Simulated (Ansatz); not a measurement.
# Zirconium, fcc under r²SCAN: from relaxation to bulk modulus, part 2 of 2

What does r²SCAN give for zirconium in the fcc structure? We relax it, solve it on a dense k-mesh, then scale the cell to 7 volumes from 88 to 112 % of the relaxed one and try a fit of the equation of state. The start is ferromagnetic. The k-meshes are 12×12×12 for the relaxation; 20×20×20 for the dense run; 20×20×20 for the volumes.

Ansatz 0.2.0; DFT, r2SCAN, plane waves (500 eV) with PAW, scalar-relativistic.

### 5 At 92 % of the relaxed volume

This is Zr in the fcc structure; at room conditions it is hcp.

input.yaml reads:

```yaml
crystal:
  lattice:
    - [0.0, 2.2030247923, 2.2030247923]
    - [2.2030247923, 0.0, 2.2030247923]
    - [2.2030247923, 2.2030247923, 0.0]
  atoms:
    - { symbol: Zr, position: [0.0, 0.0, 0.0], spin: 1.0 }
hamiltonian:
  xc: r2scan
  pseudopotentials:
    kind: paw
    azcp:
      Zr: "pseudopotentials/Zr.paw.azcp"
basis:
  ecutwfc: 500
  fft_grid_basis: typed
kpoints:
  mp_grid: { grid: [20, 20, 20], shift: [0, 0, 0] }
magnetization:
  spin_polarized: true
scf:
  occupations: { method: fermi_dirac, width: 0.05 }
output:
  stress: true
```

Log (excerpt; [...] marks lines left out):

```text
Warning: RAYON_NUM_THREADS=2 ignored (pool sized by the plan → 2); use --threads N
[...]
Pseudopotentials: kind: paw
Pseudopotential: Zr, paw, valence charge 12, recommended cutoff 500 eV (meta_gga), <dir>
Functional definition: r2SCAN
[...]
Crystal: 1 atoms, lattice volume = 21.384 Å³
Basis set: ecut = 500 eV, 537 PW (Γ), exchange–correlation on 96×96×96 points (64 copies of the dense FFT grid, shifted against one another)
Bands: 11, of which v1, the nominal top of the filled ones, is band 6 counted from 1 (5 counted from 0)
Symmetry: 48 space group operations
Space group: Fm-3m (ITA 225), of the structure as read, at distance tolerance 2.8e-5 Å
Magnetic group: BNS 225.116 (UNI 1618), of the structure as read, at distance tolerance 2.8e-5 Å
k-points: 256 of 8000
[...]
Starting moments: Σ|m| = 1 μB on 1 of 1 site
[...]
SCF iter   1: F=—  HF=-4194.716387 eV  |F-HF|=—  |Δ(HF+E_count)|=         —  Δρ=2.84e-2 (↑2.84e-2 ↓1.25e-2)  dr2=2.85e-1  dr2_τ=5.56e-3  dr2_m=4.13e-2  M=0.593 μB ∫|m|=0.593 μB  β_m=0.74  ethr=2.06e-3  ⟨swp⟩=2.0  Hψ=42871  notcnv=0
[...]
WARN: the starting moments were not kept: the SCF closed with an absolute magnetisation of 1.1e-5 μB, where they sum to 1 μB in size (1 site). That is at most 0.1 of that sum. Measured as dr2_m measures the in/out step, that magnetisation stands 1.7e-11 eV from none, at or under the [...]
this state was not tested for a lower state beside it, because the mixer in use, unlike msr1, does not test its closes by its own steps (another_mixer; see scf.mixing.algorithm and scf.lower_state_search)
SCF converged after 14 iterations
Magnetization: -0.0000 μB (6.0000 up, 6.0000 down)
Absolute magnetization: 0.0000 μB (∫|ρ↑−ρ↓|, with the PAW one-centre terms)
Spin contamination: 0.0000 ħ² per cell (⟨S²⟩ above its minimum at these occupations)
Per-site moments (μB) at R_I (Å): [(-7.2178359868779425e-6, 1.2851633600498678)]
Free energy (F): -4194.921371 eV
[...]
E sigma→0 (E₀):  -4194.915991 eV
Entropy (-TS):   -0.010760 eV (-10.760 meV/atom)
Fermi energy:    15.348862 eV
[...]
--- Stress (GPa, compression-positive) ---
        8.968724      -0.000000       0.000000
        0.000000       8.968724      -0.000000
       -0.000000      -0.000000       8.968724
  P = ⅓ Tr σ = 8.9687 GPa (89.687 kbar)
```

Wall time 12 s (2 threads of an Arm CPU, shared host); peak memory 0.46 GiB.

### 6 At 96 % of the relaxed volume

input.yaml: that of step 5 with these lines changed.

```diff
@@ -2,5 +2,5 @@
   lattice:
-    - [0.0, 2.2030247923, 2.2030247923]
-    - [2.2030247923, 0.0, 2.2030247923]
-    - [2.2030247923, 2.2030247923, 0.0]
+    - [0.0, 2.2345008276, 2.2345008276]
+    - [2.2345008276, 0.0, 2.2345008276]
+    - [2.2345008276, 2.2345008276, 0.0]
   atoms:
```

Log (excerpt; [...] marks lines left out):

```text
Warning: RAYON_NUM_THREADS=2 ignored (pool sized by the plan → 2); use --threads N
[...]
[... 3 set-up lines as earlier in the session ...]
[...]
Crystal: 1 atoms, lattice volume = 22.314 Å³
Basis set: ecut = 500 eV, 537 PW (Γ), exchange–correlation on 96×96×96 points (64 copies of the dense FFT grid, shifted against one another)
Bands: 11, of which v1, the nominal top of the filled ones, is band 6 counted from 1 (5 counted from 0)
[... 2 set-up lines as earlier in the session ...]
Magnetic group: BNS 225.116 (UNI 1618), of the structure as read, at distance tolerance 2.8e-5 Å
k-points: 256 of 8000
[...]
Starting moments: Σ|m| = 1 μB on 1 of 1 site
[...]
SCF iter   1: F=—  HF=-4194.792334 eV  |F-HF|=—  |Δ(HF+E_count)|=         —  Δρ=2.76e-2 (↑2.76e-2 ↓1.17e-2)  dr2=2.91e-1  dr2_τ=5.27e-3  dr2_m=3.90e-2  M=0.615 μB ∫|m|=0.615 μB  β_m=0.78  ethr=2.15e-3  ⟨swp⟩=2.0  Hψ=42691  notcnv=0
[...]
WARN: the starting moments were not kept: the SCF closed with an absolute magnetisation of 1.0e-5 μB, where they sum to 1 μB in size (1 site). That is at most 0.1 of that sum. Measured as dr2_m measures the in/out step, that magnetisation stands 1.5e-11 eV from none, at or under the [...]
this state was not tested for a lower state beside it, because the mixer in use, unlike msr1, does not test its closes by its own steps (another_mixer; see scf.mixing.algorithm and scf.lower_state_search)
SCF converged after 15 iterations
Magnetization: 0.0000 μB (6.0000 up, 6.0000 down)
Absolute magnetization: 0.0000 μB (∫|ρ↑−ρ↓|, with the PAW one-centre terms)
Spin contamination: 0.0000 ħ² per cell (⟨S²⟩ above its minimum at these occupations)
Per-site moments (μB) at R_I (Å): [(6.341953281613167e-6, 1.3035253174044028)]
Free energy (F): -4194.959540 eV
[...]
E sigma→0 (E₀):  -4194.953999 eV
Entropy (-TS):   -0.011082 eV (-11.082 meV/atom)
Fermi energy:    14.610592 eV
[...]
--- Stress (GPa, compression-positive) ---
        4.309711       0.000000      -0.000000
        0.000000       4.309711      -0.000000
        0.000000      -0.000000       4.309711
  P = ⅓ Tr σ = 4.3097 GPa (43.097 kbar)
```

Wall time 13 s (2 threads of an Arm CPU, shared host); peak memory 0.47 GiB.

### 7 At 100 % of the relaxed volume

input.yaml: that of step 6 with these lines changed.

```diff
@@ -2,5 +2,5 @@
   lattice:
-    - [0.0, 2.2345008276, 2.2345008276]
-    - [2.2345008276, 0.0, 2.2345008276]
-    - [2.2345008276, 2.2345008276, 0.0]
+    - [0.0, 2.2651142321, 2.2651142321]
+    - [2.2651142321, 0.0, 2.2651142321]
+    - [2.2651142321, 2.2651142321, 0.0]
   atoms:
```

Log (excerpt; [...] marks lines left out):

```text
Warning: RAYON_NUM_THREADS=2 ignored (pool sized by the plan → 2); use --threads N
[...]
[... 3 set-up lines as earlier in the session ...]
[...]
Crystal: 1 atoms, lattice volume = 23.243 Å³
Basis set: ecut = 500 eV, 609 PW (Γ), exchange–correlation on 96×96×96 points (64 copies of the dense FFT grid, shifted against one another)
Bands: 11, of which v1, the nominal top of the filled ones, is band 6 counted from 1 (5 counted from 0)
[... 2 set-up lines as earlier in the session ...]
Magnetic group: BNS 225.116 (UNI 1618), of the structure as read, at distance tolerance 2.9e-5 Å
k-points: 256 of 8000
[...]
Starting moments: Σ|m| = 1 μB on 1 of 1 site
[...]
SCF iter   1: F=—  HF=-4194.834751 eV  |F-HF|=—  |Δ(HF+E_count)|=         —  Δρ=2.69e-2 (↑2.69e-2 ↓1.10e-2)  dr2=2.97e-1  dr2_τ=5.07e-3  dr2_m=3.70e-2  M=0.636 μB ∫|m|=0.636 μB  β_m=0.82  ethr=2.24e-3  ⟨swp⟩=2.0  Hψ=42537  notcnv=0
[...]
WARN: the starting moments were not kept: the SCF closed with an absolute magnetisation of 2.4e-6 μB, where they sum to 1 μB in size (1 site). That is at most 0.1 of that sum. Measured as dr2_m measures the in/out step, that magnetisation stands 9.6e-13 eV from none, at or under the [...]
this state was not tested for a lower state beside it, because the mixer in use, unlike msr1, does not test its closes by its own steps (another_mixer; see scf.mixing.algorithm and scf.lower_state_search)
SCF converged after 14 iterations
Magnetization: -0.0000 μB (6.0000 up, 6.0000 down)
Absolute magnetization: 0.0000 μB (∫|ρ↑−ρ↓|, with the PAW one-centre terms)
Spin contamination: 0.0000 ħ² per cell (⟨S²⟩ above its minimum at these occupations)
Per-site moments (μB) at R_I (Å): [(-9.517994947962207e-8, 1.3213840477860572)]
Free energy (F): -4194.972718 eV
[...]
E sigma→0 (E₀):  -4194.967010 eV
Entropy (-TS):   -0.011415 eV (-11.415 meV/atom)
Fermi energy:    13.929127 eV
[...]
--- Stress (GPa, compression-positive) ---
        0.339326      -0.000000      -0.000000
        0.000000       0.339326       0.000000
       -0.000000       0.000000       0.339326
  P = ⅓ Tr σ = 0.3393 GPa (3.393 kbar)
```

Run time: 13 s. Hardware: 2 threads of an Arm CPU, shared host; peak memory 0.47 GiB.

### 8 At 104 % of the relaxed volume

input.yaml: that of step 7 with these lines changed.

```diff
@@ -2,5 +2,5 @@
   lattice:
-    - [0.0, 2.2651142321, 2.2651142321]
-    - [2.2651142321, 0.0, 2.2651142321]
-    - [2.2651142321, 2.2651142321, 0.0]
+    - [0.0, 2.294921785, 2.294921785]
+    - [2.294921785, 0.0, 2.294921785]
+    - [2.294921785, 2.294921785, 0.0]
   atoms:
```

Log (excerpt; [...] marks lines left out):

```text
Warning: RAYON_NUM_THREADS=2 ignored (pool sized by the plan → 2); use --threads N
[...]
[... 3 set-up lines as earlier in the session ...]
[...]
Crystal: 1 atoms, lattice volume = 24.173 Å³
Basis set: ecut = 500 eV, 609 PW (Γ), exchange–correlation on 96×96×96 points (64 copies of the dense FFT grid, shifted against one another)
Bands: 11, of which v1, the nominal top of the filled ones, is band 6 counted from 1 (5 counted from 0)
[... 2 set-up lines as earlier in the session ...]
Magnetic group: BNS 225.116 (UNI 1618), of the structure as read, at distance tolerance 2.9e-5 Å
k-points: 256 of 8000
[...]
Starting moments: Σ|m| = 1 μB on 1 of 1 site
[...]
SCF iter   1: F=—  HF=-4194.849311 eV  |F-HF|=—  |Δ(HF+E_count)|=         —  Δρ=2.62e-2 (↑2.62e-2 ↓1.04e-2)  dr2=3.05e-1  dr2_τ=4.93e-3  dr2_m=3.51e-2  M=0.656 μB ∫|m|=0.656 μB  β_m=0.87  ethr=2.35e-3  ⟨swp⟩=2.0  Hψ=42317  notcnv=0
[...]
WARN: the starting moments were not kept: the SCF closed with an absolute magnetisation of 1.3e-5 μB, where they sum to 1 μB in size (1 site). That is at most 0.1 of that sum. Measured as dr2_m measures the in/out step, that magnetisation stands 2.4e-11 eV from none, at or under the [...]
this state was not tested for a lower state beside it, because the mixer in use, unlike msr1, does not test its closes by its own steps (another_mixer; see scf.mixing.algorithm and scf.lower_state_search)
SCF converged after 15 iterations
Magnetization: 0.0000 μB (6.0000 up, 6.0000 down)
Absolute magnetization: 0.0000 μB (∫|ρ↑−ρ↓|, with the PAW one-centre terms)
Spin contamination: 0.0000 ħ² per cell (⟨S²⟩ above its minimum at these occupations)
Per-site moments (μB) at R_I (Å): [(8.796126626678639e-6, 1.3387726740846448)]
Free energy (F): -4194.964646 eV
[...]
E sigma→0 (E₀):  -4194.958661 eV
Entropy (-TS):   -0.011969 eV (-11.969 meV/atom)
Fermi energy:    13.299059 eV
[...]
--- Stress (GPa, compression-positive) ---
       -3.027107      -0.000000       0.000000
        0.000000      -3.027107       0.000000
        0.000000      -0.000000      -3.027107
  P = ⅓ Tr σ = -3.0271 GPa (-30.271 kbar)
```

Wall time 14 s (2 threads of an Arm CPU, shared host); peak memory 0.48 GiB.

### 9 At 108 % of the relaxed volume

input.yaml: that of step 8 with these lines changed.

```diff
@@ -2,5 +2,5 @@
   lattice:
-    - [0.0, 2.294921785, 2.294921785]
-    - [2.294921785, 0.0, 2.294921785]
-    - [2.294921785, 2.294921785, 0.0]
+    - [0.0, 2.323974512, 2.323974512]
+    - [2.323974512, 0.0, 2.323974512]
+    - [2.323974512, 2.323974512, 0.0]
   atoms:
```

Log (excerpt; [...] marks lines left out):

```text
Warning: RAYON_NUM_THREADS=2 ignored (pool sized by the plan → 2); use --threads N
[...]
[... 3 set-up lines as earlier in the session ...]
[...]
Crystal: 1 atoms, lattice volume = 25.103 Å³
Basis set: ecut = 500 eV, 609 PW (Γ), exchange–correlation on 96×96×96 points (64 copies of the dense FFT grid, shifted against one another)
Bands: 11, of which v1, the nominal top of the filled ones, is band 6 counted from 1 (5 counted from 0)
[... 2 set-up lines as earlier in the session ...]
Magnetic group: BNS 225.116 (UNI 1618), of the structure as read, at distance tolerance 2.9e-5 Å
k-points: 256 of 8000
[...]
Starting moments: Σ|m| = 1 μB on 1 of 1 site
[...]
SCF iter   1: F=—  HF=-4194.840674 eV  |F-HF|=—  |Δ(HF+E_count)|=         —  Δρ=2.56e-2 (↑2.56e-2 ↓9.90e-3)  dr2=3.14e-1  dr2_τ=4.86e-3  dr2_m=3.36e-2  M=0.674 μB ∫|m|=0.674 μB  β_m=0.92  ethr=2.46e-3  ⟨swp⟩=2.0  Hψ=42162  notcnv=0
[...]
WARN: the starting moments were not kept: the SCF closed with an absolute magnetisation of 1.1e-5 μB, where they sum to 1 μB in size (1 site). That is at most 0.1 of that sum. Measured as dr2_m measures the in/out step, that magnetisation stands 1.7e-11 eV from none, at or under the [...]
this state was not tested for a lower state beside it, because the mixer in use, unlike msr1, does not test its closes by its own steps (another_mixer; see scf.mixing.algorithm and scf.lower_state_search)
SCF converged after 15 iterations
Magnetization: 0.0000 μB (6.0000 up, 6.0000 down)
Absolute magnetization: 0.0000 μB (∫|ρ↑−ρ↓|, with the PAW one-centre terms)
Spin contamination: 0.0000 ħ² per cell (⟨S²⟩ above its minimum at these occupations)
Per-site moments (μB) at R_I (Å): [(7.910775073479517e-6, 1.3557209628104157)]
Free energy (F): -4194.938597 eV
[...]
E sigma→0 (E₀):  -4194.932261 eV
Entropy (-TS):   -0.012671 eV (-12.671 meV/atom)
Fermi energy:    12.714555 eV
[...]
--- Stress (GPa, compression-positive) ---
       -5.871347      -0.000000       0.000000
       -0.000000      -5.871347      -0.000000
        0.000000      -0.000000      -5.871347
  P = ⅓ Tr σ = -5.8713 GPa (-58.713 kbar)
```

Run time: 14 s. Hardware: 2 threads of an Arm CPU, shared host; peak memory 0.48 GiB.

### 10 At 112 % of the relaxed volume

input.yaml: that of step 9 with these lines changed.

```diff
@@ -2,5 +2,5 @@
   lattice:
-    - [0.0, 2.323974512, 2.323974512]
-    - [2.323974512, 0.0, 2.323974512]
-    - [2.323974512, 2.323974512, 0.0]
+    - [0.0, 2.352318458, 2.352318458]
+    - [2.352318458, 0.0, 2.352318458]
+    - [2.352318458, 2.352318458, 0.0]
   atoms:
```

Log (excerpt; [...] marks lines left out):

```text
Warning: RAYON_NUM_THREADS=2 ignored (pool sized by the plan → 2); use --threads N
[...]
[... 3 set-up lines as earlier in the session ...]
[...]
Crystal: 1 atoms, lattice volume = 26.033 Å³
Basis set: ecut = 500 eV, 645 PW (Γ), exchange–correlation on 100×100×100 points (64 copies of the dense FFT grid, shifted against one another)
Bands: 11, of which v1, the nominal top of the filled ones, is band 6 counted from 1 (5 counted from 0)
[... 1 set-up line as earlier in the session ...]
Space group: Fm-3m (ITA 225), of the structure as read, at distance tolerance 3.0e-5 Å
Magnetic group: BNS 225.116 (UNI 1618), of the structure as read, at distance tolerance 3.0e-5 Å
k-points: 256 of 8000
[...]
Starting moments: Σ|m| = 1 μB on 1 of 1 site
[...]
SCF iter   1: F=—  HF=-4194.812876 eV  |F-HF|=—  |Δ(HF+E_count)|=         —  Δρ=2.51e-2 (↑2.51e-2 ↓9.50e-3)  dr2=3.23e-1  dr2_τ=4.85e-3  dr2_m=3.22e-2  M=0.690 μB ∫|m|=0.690 μB  β_m=0.97  ethr=2.58e-3  ⟨swp⟩=2.1  Hψ=42140  notcnv=0
[...]
WARN: the starting moments were not kept: the SCF closed with an absolute magnetisation of 1.8e-5 μB, where they sum to 1 μB in size (1 site). That is at most 0.1 of that sum. Measured as dr2_m measures the in/out step, that magnetisation stands 4.1e-11 eV from none, at or under the [...]
this state was not tested for a lower state beside it, because the mixer in use, unlike msr1, does not test its closes by its own steps (another_mixer; see scf.mixing.algorithm and scf.lower_state_search)
SCF converged after 16 iterations
Magnetization: 0.0000 μB (6.0000 up, 6.0000 down)
Absolute magnetization: 0.0000 μB (∫|ρ↑−ρ↓|, with the PAW one-centre terms)
Spin contamination: 0.0000 ħ² per cell (⟨S²⟩ above its minimum at these occupations)
Per-site moments (μB) at R_I (Å): [(1.213730694510447e-5, 1.3722557748587183)]
Free energy (F): -4194.897350 eV
[...]
E sigma→0 (E₀):  -4194.890677 eV
Entropy (-TS):   -0.013347 eV (-13.347 meV/atom)
Fermi energy:    12.169849 eV
[...]
--- Stress (GPa, compression-positive) ---
       -8.278214       0.000000       0.000000
        0.000000      -8.278214       0.000000
        0.000000       0.000000      -8.278214
  P = ⅓ Tr σ = -8.2782 GPa (-82.782 kbar)
```

Run time: 16 s. Hardware: 2 threads of an Arm CPU, shared host; peak memory 0.5 GiB.

### 11 Energy and pressure against volume

All volumes keep the relaxed shape and fractional coordinates.

```tsv
V (Å³/atom)	E − E₀ (meV/atom)	P from the stress (GPa)	P from the fit (GPa)
20.454	118.2	14.45	14.42
21.384	51.0	8.97	8.93
22.314	13.0	4.31	4.27
23.243	0.0	0.34	0.31
24.173	8.4	-3.03	-3.07
25.103	34.8	-5.87	-5.93
26.033	76.3	-8.28	-8.37
```

A third-order Birch-Murnaghan fit gives V₀ = 23.322 Å³/atom, B₀ = 90 GPa and B₀′ = 3.1; it misses no point by more than 0.07 meV/atom.

### 12 What came out

What follows sums up all 2 parts.

| quantity | value |
| --- | --- |
| space group (spins left aside) | Fm-3m (No. 225) |
| conventional cell | a = 4.530 Å |
| volume | 23.243 Å³/atom |
| shortest distance | 3.203 Å |
| gap on the mesh | none (levels filled in part) |
| magnetic state | non-magnetic |
| relative to hcp | +56 meV/atom |
| V₀, B₀, B₀′ | 23.322 Å³/atom, 90 GPa, 3.1 |

What this shows: The relaxation shrank the cell by 0.2 % in volume. Against the reference form of zirconium (hcp, computed apart with the same settings) it stands 56 meV/atom higher. The moments die out: the run ends non-magnetic. No gap shows: it is a metal or semimetal at this level. B₀ comes out at 90 GPa. Relaxation kept the symmetry; phonons were not checked.
